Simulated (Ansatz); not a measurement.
SrO in the rocksalt structure at its r2SCAN geometry, run in Ansatz 0.2.0 at 4 levels of theory. No magnetic order and no zero-point or thermal motion.

The r2SCANh input:
```yaml
crystal:
  lattice:
    - [0.0, 2.5798923523, 2.5798923523]
    - [2.5798923523, 0.0, 2.5798923523]
    - [2.5798923523, 2.5798923523, 0.0]
  atoms:
    - { symbol: Sr, position: [0.0, 0.0, 0.0] }
    - { symbol: O, position: [0.5, 0.5, 0.5] }
kpoints:
  mp_grid: { grid: [6, 6, 6] }
  band_path:
    path:
      - [0.0, 0.0, 0.0]
      - [0.5, 0.0, 0.5]
      - [0.625, 0.25, 0.625]
      - [0.375, 0.375, 0.75]
      - [0.5, 0.5, 0.5]
      - [0.5, 0.25, 0.75]
      - [0.0, 0.5, 0.5]
    npoints: 1
hamiltonian:
  xc: r2scanh
scf:
  occupations: { method: fixed }
  n_extra_bands: 4
output:
  forces: true
  stress: true
  eigenvalues: true
  write_density: true
  write_potential: true
  elf: true
  volumetric_format: npy
```

Main results, then, where recorded, the levels near the gap in eV from the Fermi energy (columns number the bands from 0), one row a point of the path (Γ, X, U, K, L, W, X):
```
Crystal: 2 atoms, lattice volume = 34.343 Å³
Symmetry: 48 space group operations
Space group: Fm-3m (ITA 225)
```
```
Basis set: ecut = 500 eV, 893 PW (Γ)
k-points: 16 of 216
SCF 1 stopped early in 3 iterations: F = -4127.055098 eV  dr2 = 1.04e-3
SCF 2 stopped early in 5 iterations: F = -4126.764823 eV  dr2 = 1.07e-7
hybrid outer 1: dexx = +2.384e-4 eV, tail = 3.11e-7 eV
SCF 3 converged in 2 iterations: F = -4126.764826 eV  dr2 = 1.46e-9
hybrid outer 2: dexx = +3.907e-9 eV, tail = 3.61e-9 eV, Δε = 3.19e-4 eV
Free energy (F): -4126.764826 eV
Fermi energy:    6.957280 eV
--- Stress (GPa, compression-positive) ---
       -0.511565       0.000000       0.000000
        0.000000      -0.511565       0.000000
        0.000000       0.000000      -0.511565
  P = ⅓ Tr σ = -0.5116 GPa (-5.116 kbar)
```
```tsv
band_3	band_4	band_5	band_6	band_7	band_8	band_9	band_10
-14.597	-14.597	0.000	0.000	0.000	5.359	7.705	7.705
-14.963	-14.963	-0.442	-0.088	-0.088	4.610	9.403	11.857
-14.860	-14.401	-0.934	-0.567	-0.474	6.145	9.375	10.359
-14.860	-14.401	-0.934	-0.567	-0.474	6.145	9.375	10.359
-14.672	-13.678	-2.138	-1.117	-1.117	8.007	9.762	10.459
-15.265	-14.197	-1.119	-0.429	-0.429	7.425	7.425	10.249
-14.963	-14.963	-0.442	-0.088	-0.088	4.610	9.403	11.857
```

With r2SCANh the valence top lies at Γ and the conduction bottom at X, 4.61 eV higher; the smallest vertical gap, at X, is 4.70 eV.

Question: Another run on the same cell gave
```
Basis set: ecut = 420 eV, 645 PW (Γ)
k-points: 16 of 216
SCF 1 stopped early in 5 iterations: F = -4115.237773 eV  dr2 = 1.87e-4
SCF 2 stopped early in 7 iterations: F = -4116.106193 eV  dr2 = 1.28e-6
hybrid outer 1: dexx = +5.587e-3 eV, tail = 7.42e-6 eV
SCF 3 converged in 2 iterations: F = -4116.106214 eV  dr2 = 5.68e-8
hybrid outer 2: dexx = +8.358e-8 eV, tail = 1.45e-7 eV, Δε = 9.79e-4 eV
Free energy (F): -4116.106214 eV
Fermi energy:    6.783283 eV
```
```tsv
band_6	band_7	band_8	band_9	band_10	band_11	band_12	band_13	band_14	band_15	band_16	band_17	band_18	band_19	band_20	band_21
-14.245	-14.245	-14.245	-14.245	-0.075	-0.075	0.000	0.000	0.000	0.000	5.388	5.388	7.865	7.865	7.865	7.865
-14.999	-14.999	-14.647	-14.647	-0.497	-0.497	-0.160	-0.160	-0.077	-0.077	4.769	4.769	9.501	9.501	11.991	11.991
-14.777	-14.777	-14.244	-14.244	-0.997	-0.997	-0.614	-0.614	-0.514	-0.514	6.315	6.315	9.572	9.572	10.487	10.487
-14.777	-14.777	-14.244	-14.244	-0.997	-0.997	-0.614	-0.614	-0.514	-0.514	6.315	6.315	9.572	9.572	10.487	10.487
-14.321	-14.321	-13.547	-13.547	-2.241	-2.241	-1.187	-1.187	-1.166	-1.166	8.212	8.212	9.846	9.846	10.659	10.659
-14.980	-14.980	-14.081	-14.081	-1.191	-1.191	-0.509	-0.509	-0.429	-0.429	7.607	7.607	7.608	7.608	10.376	10.376
-14.999	-14.999	-14.647	-14.647	-0.497	-0.497	-0.160	-0.160	-0.077	-0.077	4.769	4.769	9.501	9.501	11.991	11.991
```
Which level of theory gave it?

Answer: It is HSE06+SOC, judged by the exchange loop and the size of the gap (a near hybrid could fit too), with spin-orbit coupling since the bands come doubled, on 6×6×6; the blocks that differ from the first input, but for the band path:
```yaml
hamiltonian:
  xc: hse06
scf:
  occupations: { method: fixed }
  n_extra_bands: 8
magnetization:
  noncollinear: true
  spin_orbit: true
output:
  eigenvalues: true
```
With HSE06+SOC the valence top lies at Γ and the conduction bottom at X, 4.77 eV higher; the smallest vertical gap, at X, is 4.85 eV.

DDH-PBE0. Against the first input these blocks differ (the band path and keys that only write files left aside):
```yaml
crystal:
  # lattice and atoms as above
  host: atoms
hamiltonian:
  xc:
    exchange: pbe
    correlation: pbe
    exx: { coeff: inverse_dielectric }
```

```
ε∞ on k-mesh 4×4×4 of a primitive cell: xx 3.7939, yy 3.7939, zz 3.7939; 3/Tr ε∞, of that cell with its empty space = 0.2635810182501318
Basis set: ecut = 420 eV, 645 PW (Γ)
k-points: 16 of 216
SCF 1 stopped early in 2 iterations: F = -4114.624718 eV  dr2 = 5.18e-5
SCF 2 stopped early in 6 iterations: F = -4117.007335 eV  dr2 = 6.13e-6
hybrid outer 1: dexx = +9.162e-3 eV, tail = 2.27e-5 eV
SCF 3 converged in 3 iterations: F = -4117.007401 eV  dr2 = 6.75e-9
hybrid outer 2: dexx = +4.262e-7 eV, tail = 2.20e-8 eV, Δε = 3.94e-3 eV
Free energy (F): -4117.007401 eV
Fermi energy:    6.286471 eV
--- Stress (GPa, compression-positive) ---
       -0.498967       0.000000       0.000000
        0.000000      -0.498967       0.000000
        0.000000       0.000000      -0.498967
  P = ⅓ Tr σ = -0.4990 GPa (-4.990 kbar)
```
```tsv
band_3	band_4	band_5	band_6	band_7	band_8	band_9	band_10
-14.659	-14.659	0.000	0.000	0.000	6.242	8.796	8.796
-15.046	-15.046	-0.488	-0.103	-0.103	5.651	10.425	12.902
-14.936	-14.466	-0.993	-0.605	-0.516	7.214	10.491	11.425
-14.936	-14.466	-0.993	-0.605	-0.516	7.214	10.491	11.425
-14.736	-13.712	-2.264	-1.178	-1.178	9.136	10.732	11.628
-15.367	-14.250	-1.191	-0.463	-0.463	8.516	8.516	11.314
-15.046	-15.046	-0.488	-0.103	-0.103	5.651	10.425	12.902
```

With DDH-PBE0 the valence top lies at Γ and the conduction bottom at X, 5.65 eV higher; the smallest vertical gap, at X, is 5.75 eV. The mean stress, -0.5 GPa, is small, and the program warns that its thresholds are loose for a hybrid's stress.

Question: Another run on the same cell gave
```
Basis set: ecut = 420 eV, 645 PW (Γ)
k-points: 16 of 216
SCF 1 stopped early in 3 iterations: F = -4055.568934 eV  dr2 = 5.51e-4
SCF 2 stopped early in 7 iterations: F = -4065.179887 eV  dr2 = 1.55e-5
hybrid outer 1: dexx = +3.457e-1 eV, tail = 1.59e-3 eV
SCF 3 converged in 7 iterations: F = -4065.182745 eV  dr2 = 2.97e-10
hybrid outer 2: dexx = +1.204e-4 eV, tail = 9.41e-6 eV, Δε = 2.62e-2 eV
SCF 4 converged in 5 iterations: F = -4065.182772 eV  dr2 = 4.91e-9
hybrid outer 3: dexx = +1.399e-6 eV, tail = 1.16e-7 eV, Δε = 3.08e-3 eV, ΔF = 8.41e-30 eV/Å
SCF 5 converged in 2 iterations: F = -4065.182772 eV  dr2 = 1.62e-9
hybrid outer 4: dexx = +1.062e-8 eV, tail = 4.66e-9 eV, Δε = 3.32e-4 eV, ΔF = 2.63e-30 eV/Å
Free energy (F): -4065.182772 eV
Fermi energy:    2.957183 eV
--- Stress (GPa, compression-positive) ---
        3.591120       0.000000       0.000000
        0.000000       3.591120       0.000000
        0.000000       0.000000       3.591120
  P = ⅓ Tr σ = 3.5911 GPa (35.911 kbar)
```
```tsv
band_3	band_4	band_5	band_6	band_7	band_8	band_9	band_10
-15.967	-15.967	0.000	0.000	0.000	13.556	16.464	16.464
-16.429	-16.429	-0.482	-0.100	-0.100	12.856	18.452	20.869
-16.284	-16.043	-1.032	-0.652	-0.496	14.565	18.296	19.619
-16.284	-16.043	-1.032	-0.652	-0.496	14.565	18.296	19.619
-16.026	-15.372	-2.388	-1.284	-1.284	16.825	18.156	19.844
-16.802	-15.737	-1.329	-0.431	-0.431	16.044	16.044	19.518
-16.429	-16.429	-0.482	-0.100	-0.100	12.856	18.452	20.869
```
Which level of theory gave it?

Answer: It is Hartree-Fock, judged by the exchange loop and the size of the gap (a near hybrid could fit too), on 6×6×6; the blocks that differ from the first input, but for the band path:
```yaml
hamiltonian:
  xc: hf
```
Hartree-Fock gives an indirect gap of 12.86 eV, from Γ to X; the least direct gap is 12.96 eV at X. At this geometry Hartree-Fock finds +3.6 GPa, compression counted positive: its own equilibrium volume is larger. (The program warns that its thresholds are loose for a hybrid's stress.)

Totals of different functionals, or with and without spin-orbit coupling, can't be compared.

Only the levels marked +SOC include spin-orbit coupling.

The meshes of the hybrids are coarse, so their gaps aren't converged to the digits shown.
